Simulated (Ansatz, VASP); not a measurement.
# InP in VASP and in Ansatz

```
In P
1.0
     0.00000    2.98003    2.98003
     2.98003    0.00000    2.98003
     2.98003    2.98003    0.00000
In P
1 1
Direct
  0.00000 0.00000 0.00000
  0.75000 0.75000 0.75000
```

Alike in both runs: functional PBE; k mesh 10 × 10 × 10; occupations gaussian, width 0.02 eV; no spin polarisation.

Ansatz relaxed the structure, and its values are those at the end. VASP's run is a single point on that final structure, the one shown.

```csv
,VASP,Ansatz
version,VASP 6.6.1,Ansatz 0.2.0
potentials or method,"VASP PAW PBE potentials, release 64 (In_d, P)","scalar-relativistic, plane waves, PAW"
plane-wave cutoff (eV),520,420
valence electrons in the cell,18,18
```

VASP gave:

```
gap on the k mesh at the Fermi level (eV) : 0.44
least direct gap on the mesh (eV)         : 0.44
pressure (GPa)                            : -0.1
```

**Question.** What did Ansatz give for the same quantities?

**Answer.** gap on the k mesh at the Fermi level (eV): 0.44; least direct gap on the mesh (eV): 0.44; pressure (GPa): 0.0.

With one functional, cell and mesh, what is left measures potentials, basis and numerics.

Caveats: spin-orbit coupling is left out, which moves the levels of the heavy elements.
